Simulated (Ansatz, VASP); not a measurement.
## CaO in VASP and in Ansatz

INCAR

```
SYSTEM = CaO
ALGO = Normal
EDIFF = 1E-6
ENCUT = 520
GGA = PE
ISIF = 2
ISMEAR = -1
LASPH = .True.
LCHARG = .False.
LREAL = .False.
LWAVE = .False.
NBANDS = 15
NELM = 80
PREC = Accurate
SIGMA = 0.02
```

KPOINTS

```
k-points
0
Gamma
  8 8 8
  0 0 0
```

Contents of POSCAR:

```
CaO
1.0
    0.0444882217      2.6512199633      2.6512199633
    2.6512199633      0.0444882217      2.6512199633
    2.6512199633      2.6512199633      0.0444882217
Ca O
1 1
Direct
    0.0013231338      0.0013231338      0.0013231338
    0.2486768662      0.2486768662      0.2486768662
```

Input for Ansatz:

```yaml
crystal:
  lattice:
    - [0.0444882217, 2.6512199633, 2.6512199633]
    - [2.6512199633, 0.0444882217, 2.6512199633]
    - [2.6512199633, 2.6512199633, 0.0444882217]
  atoms:
    - { symbol: Ca, position: [0.0013231338, 0.0013231338, 0.0013231338] }
    - { symbol: O, position: [0.2486768662, 0.2486768662, 0.2486768662] }
kpoints:
  mp_grid: { grid: [8, 8, 8] }
  band_path:
    path:
      - [0.0, 0.0, 0.0]
      - [-0.5, -0.5, 0.0]
      - [-0.375, -0.375, 0.25]
      - [-0.375, 0.0, 0.375]
      - [0.0, 0.0, 0.5]
      - [-0.5, -0.25, 0.25]
      - [0.0, 0.5, 0.5]
    npoints: 1
hamiltonian:
  xc: pbe
scf:
  occupations: { method: fermi_dirac, width: 0.02 }
  n_extra_bands: 4
output:
  forces: true
  stress: true
  eigenvalues: true
```

Change from the starting cell: shear_111 strain +2.6%.

Alike in both runs: task single point; functional PBE; k mesh 8 × 8 × 8; occupations fermi-dirac, width 0.02 eV; no spin polarisation.

|  | VASP | Ansatz |
| --- | --- | --- |
| version | VASP 6.6.1 | Ansatz 0.2.0 |
| potentials or method | VASP PAW PBE potentials, release 64 (Ca_sv, O) | plane waves, PAW |
| plane-wave cutoff (eV) | 520 | 420 |
| valence electrons in the cell | 16 | 16 |

```csv
,VASP,Ansatz,Ansatz less VASP
gap on the k mesh at the Fermi level (eV),3.22,3.23,+0.008
pressure (GPa),-0.2,-0.6,-0.44
largest component of the traceless stress (GPa),0.67,0.66,-0.004
```

A k mesh can miss the band edges.
